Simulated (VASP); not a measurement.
# GaP (F-43m) in VASP: notebook, part 2 of 2

VASP 6.6.1. The steps go on from the part before.

### Step 3. Relaxation of cell and atoms, revPBE (volume scaled by 1.15)

Input file INCAR:

```
PREC = Accurate
ENCUT = 600
EDIFF = 1E-7
ISMEAR = -5
SIGMA = 0.05
LREAL = False
LASPH = True
NELM = 100
ALGO = Fast
ISIF = 3
LWAVE = False
LCHARG = False
GGA = RE
IBRION = 2
NSW = 60
EDIFFG = -0.005
```

Input file GaP.cif:

```cif
data_GaP
_cell_length_a 5.71043191
_cell_length_b 5.71043191
_cell_length_c 5.71043191
_cell_angle_alpha 90.00000000
_cell_angle_beta 90.00000000
_cell_angle_gamma 90.00000000
_space_group_name_H-M_alt 'F-43m'
_space_group_name_Hall 'F -4 2 3'
_space_group_IT_number 216
loop_
_space_group_symop_operation_xyz
'x,y,z'
'y,-x,-z'
'-x,-y,z'
'-y,x,-z'
'x,-y,-z'
'y,x,z'
'-x,y,-z'
'-y,-x,z'
'z,x,y'
'-z,y,-x'
'z,-x,-y'
'-z,-y,x'
'-z,x,-y'
'z,y,x'
'-z,-x,y'
'z,-y,-x'
'y,z,x'
'-x,-z,y'
'-y,z,-x'
'x,-z,-y'
'-y,-z,x'
'x,z,y'
'y,-z,-x'
'-x,z,-y'
'x,y+1/2,z+1/2'
'y,-x+1/2,-z+1/2'
'-x,-y+1/2,z+1/2'
'-y,x+1/2,-z+1/2'
'x,-y+1/2,-z+1/2'
'y,x+1/2,z+1/2'
'-x,y+1/2,-z+1/2'
'-y,-x+1/2,z+1/2'
'z,x+1/2,y+1/2'
'-z,y+1/2,-x+1/2'
'z,-x+1/2,-y+1/2'
'-z,-y+1/2,x+1/2'
'-z,x+1/2,-y+1/2'
'z,y+1/2,x+1/2'
'-z,-x+1/2,y+1/2'
'z,-y+1/2,-x+1/2'
'y,z+1/2,x+1/2'
'-x,-z+1/2,y+1/2'
'-y,z+1/2,-x+1/2'
'x,-z+1/2,-y+1/2'
'-y,-z+1/2,x+1/2'
'x,z+1/2,y+1/2'
'y,-z+1/2,-x+1/2'
'-x,z+1/2,-y+1/2'
'x+1/2,y,z+1/2'
'y+1/2,-x,-z+1/2'
'-x+1/2,-y,z+1/2'
'-y+1/2,x,-z+1/2'
'x+1/2,-y,-z+1/2'
'y+1/2,x,z+1/2'
'-x+1/2,y,-z+1/2'
'-y+1/2,-x,z+1/2'
'z+1/2,x,y+1/2'
'-z+1/2,y,-x+1/2'
'z+1/2,-x,-y+1/2'
'-z+1/2,-y,x+1/2'
'-z+1/2,x,-y+1/2'
'z+1/2,y,x+1/2'
'-z+1/2,-x,y+1/2'
'z+1/2,-y,-x+1/2'
'y+1/2,z,x+1/2'
'-x+1/2,-z,y+1/2'
'-y+1/2,z,-x+1/2'
'x+1/2,-z,-y+1/2'
'-y+1/2,-z,x+1/2'
'x+1/2,z,y+1/2'
'y+1/2,-z,-x+1/2'
'-x+1/2,z,-y+1/2'
'x+1/2,y+1/2,z'
'y+1/2,-x+1/2,-z'
'-x+1/2,-y+1/2,z'
'-y+1/2,x+1/2,-z'
'x+1/2,-y+1/2,-z'
'y+1/2,x+1/2,z'
'-x+1/2,y+1/2,-z'
'-y+1/2,-x+1/2,z'
'z+1/2,x+1/2,y'
'-z+1/2,y+1/2,-x'
'z+1/2,-x+1/2,-y'
'-z+1/2,-y+1/2,x'
'-z+1/2,x+1/2,-y'
'z+1/2,y+1/2,x'
'-z+1/2,-x+1/2,y'
'z+1/2,-y+1/2,-x'
'y+1/2,z+1/2,x'
'-x+1/2,-z+1/2,y'
'-y+1/2,z+1/2,-x'
'x+1/2,-z+1/2,-y'
'-y+1/2,-z+1/2,x'
'x+1/2,z+1/2,y'
'y+1/2,-z+1/2,-x'
'-x+1/2,z+1/2,-y'
loop_
_atom_site_label
_atom_site_type_symbol
_atom_site_symmetry_multiplicity
_atom_site_Wyckoff_symbol
_atom_site_fract_x
_atom_site_fract_y
_atom_site_fract_z
_atom_site_occupancy
Ga1 Ga 4 a 0.0000000000 0.0000000000 0.0000000000 1
P1 P 4 c 0.2500000000 0.2500000000 0.2500000000 1
```

Input file KPOINTS:

```
Automatic mesh
0
Gamma
  5 5 5
```

Input file POSCAR:

```
Ga P 
 1.0000000000000000
     5.7104319099999996    0.0000000000000000    0.0000000000000000
     0.0000000000000000    5.7104319099999996    0.0000000000000000
     0.0000000000000000    0.0000000000000000    5.7104319099999996
 Ga  P  
   4   4
Cartesian
  0.0000000000000000  0.0000000000000000  0.0000000000000000
  0.0000000000000000  2.8552159549999998  2.8552159549999998
  2.8552159549999998  0.0000000000000000  2.8552159549999998
  2.8552159549999998  2.8552159549999998  0.0000000000000000
  1.4276079774999999  1.4276079774999999  1.4276079774999999
  1.4276079774999999  4.2828239324999995  4.2828239324999995
  4.2828239324999995  4.2828239324999995  1.4276079774999999
  4.2828239324999995  1.4276079774999999  4.2828239324999995
```

Potentials or basis: VASP PAW PBE potentials, release 64 (Ga_d, P).

Started as:

```bash
> ase convert -i cif -o vasp GaP.cif POSCAR
> cat potpaw_PBE.64/Ga_d/POTCAR potpaw_PBE.64/P/POTCAR > POTCAR
> mpirun -np 1 vasp_std > vasp.out
```

OUTCAR:

```text
PREC = Accurate
   ENCUT = 600
   EDIFF = 1E-7
   ISMEAR = -5
   LREAL = False
   LASPH = True
   NELM = 100
   ISIF = 3
   GGA = RE
   IBRION = 2
   NSW = 60
   EDIFFG = -0.005

 ion  position               nearest neighbor table
   1  0.000  0.000  0.000-   5 2.47   6 2.47   7 2.47   8 2.47
   2  0.000  0.500  0.500-   5 2.47   6 2.47   7 2.47   8 2.47
   3  0.500  0.000  0.500-   5 2.47   6 2.47   7 2.47   8 2.47
   4  0.500  0.500  0.000-   5 2.47   6 2.47   7 2.47   8 2.47
   5  0.250  0.250  0.250-   1 2.47   2 2.47   3 2.47   4 2.47
   6  0.250  0.750  0.750-   1 2.47   2 2.47   3 2.47   4 2.47
   7  0.750  0.750  0.250-   1 2.47   2 2.47   3 2.47   4 2.47
   8  0.750  0.250  0.750-   1 2.47   2 2.47   3 2.47   4 2.47

  LATTYP: Found a simple cubic cell.
 ALAT       =     5.7104319100

  Lattice vectors:

 A1 = (   5.7104319100,   0.0000000000,   0.0000000000)
 A2 = (   0.0000000000,   5.7104319100,   0.0000000000)
 A3 = (   0.0000000000,   0.0000000000,   5.7104319100)

Analysis of symmetry for initial positions (statically):
=====================================================================
 Subroutine PRICEL returns following result:

  LATTYP: Found a face centered cubic cell.
 ALAT       =     5.7104319100

  Lattice vectors:

 A1 = (   2.8552159550,  -2.8552159550,   0.0000000000)
 A2 = (   2.8552159550,   0.0000000000,   2.8552159550)
 A3 = (   0.0000000000,  -2.8552159550,   2.8552159550)

   4 primitive cells build up your supercell.

 Routine SETGRP: Setting up the symmetry group for a
 simple cubic supercell.
[... 155 lines left out ...]
   NGX = 23   NGY = 23   NGZ = 23

--------------------------------------- Ionic step        1  -------------------------------------------

 number of electron      72.0000037 magnetization

 Free energy of the ion-electron system (eV)
  ---------------------------------------------------
  ext. energy  EPLUGINS =         0.00000000
  ---------------------------------------------------
  free energy    TOTEN  =       -33.92920243 eV

  energy without entropy =      -33.92920243  energy(sigma->0) =      -33.92920243

 E-fermi :   3.4493     XC(G=0):  -9.0688

 val. band max:        3.3992805478   @ k =   0.0000   0.0000   0.0000
 cond. band min:       4.2066754714   @ k =   0.0000   0.0000   0.0000
 fundamental gap:      0.8073949235
 Fermi energy:         3.4493009649

 k-point     1 :       0.0000    0.0000    0.0000
  band No.  band energies     occupation
      1     -11.0492      2.00000
      2     -11.0492      2.00000
      3     -11.0492      2.00000
      4     -10.9778      2.00000
      5     -10.9778      2.00000
      6     -10.9778      2.00000
[... 532 lines left out ...]
--------------------------------------- Ionic step        3  -------------------------------------------

 number of electron      71.9999982 magnetization

 Free energy of the ion-electron system (eV)
  ---------------------------------------------------
  ext. energy  EPLUGINS =         0.00000000
  ---------------------------------------------------
  free energy    TOTEN  =       -34.22261271 eV

  energy without entropy =      -34.22261271  energy(sigma->0) =      -34.22261271

 E-fermi :   4.2533     XC(G=0):  -9.4842

 val. band max:        4.2369664847   @ k =   0.0000   0.0000   0.0000
 cond. band min:       5.7633703163   @ k =   0.0000   0.0000   0.0000
 fundamental gap:      1.5264038315
 Fermi energy:         4.2532537002

 k-point     1 :       0.0000    0.0000    0.0000
  band No.  band energies     occupation
      1     -10.3334      2.00000
      2     -10.3334      2.00000
      3     -10.3334      2.00000
      4     -10.2340      2.00000
      5     -10.2340      2.00000
      6     -10.2340      2.00000
[... 484 lines left out ...]
  FREE ENERGIE OF THE ION-ELECTRON SYSTEM (eV)
  ---------------------------------------------------
  free  energy   TOTEN  =       -34.2226127101 eV

  energy  without entropy=      -34.2226127101  energy(sigma->0) =      -34.22261271

 reached required accuracy - stopping structural energy minimisation
```

OSZICAR:

```text
N       E                     dE             d eps       ncg     rms          rms(c)
DAV:   1     0.638195502840E+03    0.63820E+03   -0.36078E+04   903   0.254E+03
DAV:   2     0.742993611964E+02   -0.56390E+03   -0.55065E+03   892   0.623E+02
DAV:   3    -0.283004944762E+02   -0.10260E+03   -0.10014E+03  1029   0.185E+02
[... 46 lines left out ...]
RMM:  12    -0.342226125047E+02    0.12421E-05   -0.50141E-06  1077   0.117E-02    0.588E-03
RMM:  13    -0.342226193044E+02   -0.67997E-05   -0.41309E-05  1133   0.162E-02    0.267E-02
RMM:  14    -0.342226127523E+02    0.65520E-05   -0.11939E-05   940   0.114E-02    0.750E-03
RMM:  15    -0.342226127651E+02   -0.12802E-07   -0.13916E-06   716   0.438E-03    0.462E-03
RMM:  16    -0.342226127101E+02    0.55064E-07   -0.63547E-07   733   0.354E-03
   3 F= -.34222613E+02 E0= -.34222613E+02  d E =-.293410E+00
```

CONTCAR:

```text
Ga P
   1.00000000000000
     5.5394491675090256    0.0000000000000000   -0.0000000000000000
    -0.0000000000000000    5.5394491675090256    0.0000000000000000
     0.0000000000000000   -0.0000000000000000    5.5394491675090256
  Ga              P
     4     4
Direct
     0.0000000000000000    0.0000000000000000    0.0000000000000000
     0.0000000000000000    0.5000000000000000    0.5000000000000000
     0.5000000000000000    0.0000000000000000    0.5000000000000000
     0.5000000000000000    0.5000000000000000    0.0000000000000000
     0.2500000000000000    0.2500000000000000    0.2500000000000000
     0.2500000000000000    0.7500000000000000    0.7500000000000000
     0.7500000000000000    0.7500000000000000    0.2500000000000000
     0.7500000000000000    0.2500000000000000    0.7500000000000000

  0.00000000E+00  0.00000000E+00  0.00000000E+00
  0.00000000E+00  0.00000000E+00  0.00000000E+00
  0.00000000E+00  0.00000000E+00  0.00000000E+00
  0.00000000E+00  0.00000000E+00  0.00000000E+00
  0.00000000E+00  0.00000000E+00  0.00000000E+00
  0.00000000E+00  0.00000000E+00  0.00000000E+00
  0.00000000E+00  0.00000000E+00  0.00000000E+00
  0.00000000E+00  0.00000000E+00  0.00000000E+00
```

It took 6.2 min on 1 thread of Intel Xeon Platinum 8488C (Sapphire Rapids), shared host; peak memory 0.38 GiB.

Results:

```
Free energy                            : -34.2226 eV
Relaxed volume                         : 21.25 Å³/atom
Relaxed cell                           : a = 5.539 Å, b = 5.539 Å, c = 5.539 Å, α = 90.00°, β = 90.00°, γ = 90.00°
Space group after relaxing (to 0.05 Å) : F-43m (No. 216)
Energy gained by relaxing              : 36.7 meV/atom
Ionic steps                            : 3
Pressure after relaxing                : 0.0 GPa
Band gap on the k mesh                 : 1.53 eV
```

The path:
```tsv
step	energy change (eV)	largest force (eV/Å)	pressure (GPa)	volume (Å³)
1	0.0000	0.0000	-5.32	186.21
2	-0.2726	0.0000	1.76	166.13
3	-0.2934	0.0000	0.01	169.98
```

Final structure:
```cif
data_structure
_symmetry_space_group_name_H-M 'P 1'
_symmetry_Int_Tables_number 1
_cell_length_a 5.5394
_cell_length_b 5.5394
_cell_length_c 5.5394
_cell_angle_alpha 90.000
_cell_angle_beta 90.000
_cell_angle_gamma 90.000
_cell_volume 169.98
loop_
_atom_site_label
_atom_site_type_symbol
_atom_site_fract_x
_atom_site_fract_y
_atom_site_fract_z
_atom_site_occupancy
Ga1 Ga 0.00000 0.00000 0.00000 1
Ga2 Ga 0.00000 0.50000 0.50000 1
Ga3 Ga 0.50000 0.00000 0.50000 1
Ga4 Ga 0.50000 0.50000 0.00000 1
P1 P 0.25000 0.25000 0.25000 1
P2 P 0.25000 0.75000 0.75000 1
P3 P 0.75000 0.75000 0.25000 1
P4 P 0.75000 0.25000 0.75000 1
```

Caveat: the PAW data sets were made with another functional, which shifts forces and pressure a little; an odd mesh through Γ misses points on the zone boundary, where band edges often lie.

### Step 4. Single point, PBE

Input file INCAR:

```
SYSTEM = GaP
PREC = Accurate
ENCUT = 520
EDIFF = 1E-6
ISMEAR = 0
SIGMA = 0.024
LREAL = .False.
LASPH = .True.
NELM = 80
ALGO = Fast
ISIF = 2
LWAVE = .False.
LCHARG = .False.
GGA = PE
```

Input file KPOINTS:

```
regular mesh
0
Gamma
  8 8 8
  0 0 0
```

Input file POSCAR:

```
GaP
1.0
    0.0000000000      2.7252500000      2.7252500000
    2.7252500000      0.0000000000      2.7252500000
    2.7252500000      2.7252500000      0.0000000000
Ga P
1 1
Direct
    0.0000000000      0.0000000000      0.0000000000
    0.7500000000      0.7500000000      0.7500000000
```

Started as:

```bash
> cat potpaw_PBE.64/Ga_d/POTCAR potpaw_PBE.64/P/POTCAR > POTCAR
> mpirun -np 1 vasp_std > vasp.out
```

It took 20 s on 1 thread of AMD EPYC 7R13 (Zen 3), shared host; peak memory 0.13 GiB.

It converged, with:

```
Free energy            : -9.1161 eV
Pressure               : 2.4 GPa
Band gap on the k mesh : 1.64 eV, indirect (least direct gap 1.83 eV)
```

Levels at points of the mesh, in eV from the valence-band top:
```csv
k point,band 6,band 7,band 8,band 9,band 10,band 11,band 12,band 13
"(0.00, 0.00, 0.00)",-12.49,0.00,0.00,0.00,1.83,3.89,3.89,3.89
"(0.50, 0.00, 0.00)",-10.43,-6.63,-1.12,-1.12,1.67,4.72,4.72,8.29
"(0.50, 0.50, 0.00)",-9.53,-6.75,-2.68,-2.68,1.66,1.82,10.60,10.78
```

### Step 5. Single point, LDA (grid = ENCUT=400 dk=1.6 cell=2x2x2 ISMEAR=0 SIGMA=0.05 LREAL=Auto EDIFF=1e-06)

Input file INCAR:

```
PREC = Accurate
ENCUT = 400
EDIFF = 1E-6
ISMEAR = 0
SIGMA = 0.05
LREAL = Auto
LASPH = True
NELM = 120
ALGO = Fast
ISIF = 2
LWAVE = False
LCHARG = False
GGA = CA
NBANDS = 80
```

Input file KPOINTS:

```
regular mesh
0
Gamma
  1 1 1
```

Input file POSCAR:

```
GaP
1.0
    0.0000000000      5.4505000000      5.4505000000
    5.4505000000      0.0000000000      5.4505000000
    5.4505000000      5.4505000000      0.0000000000
P Ga
8 8
Direct
    0.0000000000      0.0000000000      0.0000000000
    0.3750000000      0.3750000000      0.3750000000
    0.3750000000      0.3750000000      0.8750000000
    0.3750000000      0.8750000000      0.3750000000
    0.3750000000      0.8750000000      0.8750000000
    0.8750000000      0.3750000000      0.3750000000
    0.8750000000      0.8750000000      0.3750000000
    0.8750000000      0.8750000000      0.8750000000
    0.0000000000      0.0000000000      0.5000000000
    0.0000000000      0.5000000000      0.0000000000
    0.0000000000      0.5000000000      0.5000000000
    0.5000000000      0.0000000000      0.0000000000
    0.5000000000      0.0000000000      0.5000000000
    0.5000000000      0.5000000000      0.0000000000
    0.5000000000      0.5000000000      0.5000000000
    0.8750000000      0.3750000000      0.8750000000
```

Potentials or basis: VASP PAW LDA potentials, release 64 (P, Ga_d).

Started as:

```bash
> cat potpaw_LDA.64/P/POTCAR potpaw_LDA.64/Ga_d/POTCAR > POTCAR
> mpirun -np 1 vasp_std > vasp.out
```

Wall time 65 s (1 thread of Intel Xeon Platinum 8488C (Sapphire Rapids), shared host); peak memory 0.26 GiB.

The run converged, but some of its settings lie outside the range that counts as converged, so its numbers aren't taken as properties of the crystal.

What came out:

* Free energy: -63.2084 eV
* Pressure: 6.4 GPa
* Largest force: 1.588 eV/Å
* Band gap on the k mesh: 0.45 eV, direct

### Step 6. Single point, LDA (grid = ENCUT=400 dk=0.9 cell=2x2x2 ISMEAR=0 SIGMA=0.05 LREAL=Auto EDIFF=1e-06)

INCAR is that of step 5.

Input file KPOINTS:

```
regular mesh
0
Gamma
  2 2 2
```

POSCAR is that of step 5.

Potentials or basis: VASP PAW LDA potentials, release 64 (P, Ga_d).

Started as:

```bash
> cat potpaw_LDA.64/P/POTCAR potpaw_LDA.64/Ga_d/POTCAR > POTCAR
> mpirun -np 1 vasp_std > vasp.out
```

Run time: 2.4 min. Hardware: 1 thread of Intel Xeon Platinum 8488C (Sapphire Rapids), shared host; peak memory 0.28 GiB.

The run converged, but some of its settings lie outside the range that counts as converged, so its numbers aren't taken as properties of the crystal.

Results:

* Free energy: -79.6883 eV
* Pressure: -1.7 GPa
* Largest force: 0.549 eV/Å
* Band gap on the k mesh: none (metal or under the smearing width)

Caveat: the k mesh is coarse (spacing up to 0.50 Å⁻¹), so the values aren't converged.

### Step 7. The reference run

An earlier run on the cell as given: functional PBE; potentials or basis VASP PAW PBE potentials, release 64 (Ga_d, P); cutoff 520 eV; k mesh 8 × 8 × 8; occupations fermi-dirac, width 0.05 eV; no spin polarisation.

* Pressure: 2.5 GPa
* Band gap on the k mesh: 1.64 eV, indirect (least direct gap 1.83 eV)

### Step 8. The runs side by side

| task | level | cell | k mesh | cutoff (eV) | smearing | gap on the mesh (eV) | pressure (GPa) |
| --- | --- | --- | --- | --- | --- | --- | --- |
| relaxation of cell and atoms | revPBE | relaxed from: volume scaled by 1.15 | 5 × 5 × 5 | 600 | tetrahedron | 1.53 | 0.0 |
| single point | PBE | as given | 8 × 8 × 8 | 520 | gaussian 0.024 eV | 1.64 | 2.4 |
| single point | PBE | as given | 8 × 8 × 8 | 520 | fermi-dirac 0.05 eV | 1.64 | 2.5 |

Alike in all rows: potentials or basis VASP PAW PBE potentials, release 64 (Ga_d, P); no spin polarisation.

Caveats: the PAW data sets were made with another functional, which shifts forces and pressure a little (some runs); an odd mesh through Γ misses points on the zone boundary, where band edges often lie (some runs).

Total energies depend on the potentials used, so only differences within one code and one set of settings carry meaning.

### Step 9. Against experiment

Step 4. Against the measured gap of GaP, 2.34 eV (indirect; 10 K; quoted in “Stacking defects in GaP nanowires: Electronic structure and optical properties”, 2018, arxiv:1810.01194), the calculated 1.64 eV is off by -0.70 eV. Spin-orbit coupling on Ga is left out. The value is that of PBE on a finite k mesh, which can miss the band edges, without temperature or zero-point motion. Semilocal functionals fall short of measured gaps as a rule.
